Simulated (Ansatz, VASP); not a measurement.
**HfO2 in VASP and in Ansatz**

INCAR

```
SYSTEM = HfO2
  PREC = Accurate
  ENCUT = 520
  EDIFF = 1E-8
  ISMEAR = -1
  SIGMA = 0.01
  LREAL = .False.
  LASPH = .True.
  NELM = 80
  ALGO = Normal
  ISIF = 2
  LWAVE = .False.
  LCHARG = .False.
  GGA = CA
  LEFG = .True.
  NBANDS = 18
```

KPOINTS

```
Automatic mesh
0
Gamma
  9 9 9
  0 0 0
```

File POSCAR:

```
HfO2
1.0
    0.0000000000      2.5403350533      2.5403350533
    2.5403350533      0.0000000000      2.5403350533
    2.5403350533      2.5403350533      0.0000000000
Hf O
1 2
Direct
    0.0000000000      0.0000000000      0.0000000000
    0.2500000000      0.2500000000      0.2500000000
    0.7500000000      0.7500000000      0.7500000000
```

Input for Ansatz:

```yaml
crystal:
  lattice:
    - [0.0, 2.5403350533, 2.5403350533]
    - [2.5403350533, 0.0, 2.5403350533]
    - [2.5403350533, 2.5403350533, 0.0]
  atoms:
    - { symbol: Hf, position: [0.0, 0.0, 0.0] }
    - { symbol: O, position: [0.25, 0.25, 0.25] }
    - { symbol: O, position: [0.75, 0.75, 0.75] }
kpoints:
  mp_grid: { grid: [9, 9, 9] }
scf:
  occupations: { method: fermi_dirac, width: 0.01 }
hamiltonian:
  xc: lda
  pseudopotentials: { kind: all_electron, datasets: crystal }
output:
  forces: true
  stress: true
  eigenvalues: true
  efg: { contact_densities: true }
```

Change from the starting cell: volume scaled by 0.98, crystal datasets.

Alike in both runs: task electric field gradients; functional LDA; k mesh 9 × 9 × 9; occupations fermi-dirac, width 0.01 eV; no spin polarisation.

|  | VASP | Ansatz |
| --- | --- | --- |
| version | VASP 6.6.1 | Ansatz 0.2.0 |
| potentials or method | VASP PAW LDA potentials, release 64 (Hf_pv, O) | all-electron PAW with datasets made for the crystal, scalar-relativistic |
| plane-wave cutoff (eV) | 520 | see its input |

VASP gave:

* gap on the k mesh at the Fermi level (eV): 3.69
* pressure (GPa): -15.0
* Vzz of the field gradient on the site that differs most (V/Å²): 0.0

**Question.** Which values does Ansatz return?

**Answer.** gap on the k mesh at the Fermi level (eV): 3.66; pressure (GPa): -12.0; Vzz of the field gradient on the site that differs most (V/Å²): 0.0.

Ansatz ran all-electron here, so the differences hold the error of VASP's frozen core and of both bases. Ansatz warned: «gradients_without_spin_orbit».

Caveats: so large a pressure means that the cell lies far from this level's equilibrium, or that cutoff or potentials fall short (VASP); spin-orbit coupling is left out, which moves the levels of the heavy elements; an odd mesh through Γ misses points on the zone boundary, where band edges often lie.
